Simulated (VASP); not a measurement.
Given:

```xyz
2
Lattice="0.0000 2.4900 2.4900 2.4900 0.0000 2.4900 2.4900 2.4900 0.0000" Properties=species:S:1:pos:R:3 pbc="T T T"
In     0.0000     0.0000     0.0000
N      1.2450     1.2450     1.2450
```

Level of theory: PBE GGA, VASP's PBE PAW potentials (set 64) (plane waves; VASP). Run with PREC = Normal, 500 eV cut-off, 6×6×6 Γ-centred mesh, Gaussian smearing of 0.010 eV, potentials In_d_GW N_GW_new.

Task: Give the stress tensor in GPa (positive for a compressed cell).

Result: 
```
5.32  0.00  0.00
0.00  5.32  0.00
0.00  0.00  5.32
```
The pressure is its mean diagonal, 5.32 GPa.

The compound is InN in the zinc blende structure, a metastable form; wurtzite is the usual one. The cell was not relaxed at this level. The k-mesh is coarse (spacing up to 0.36 per Å, 2π included), so the numbers may not be converged in it.
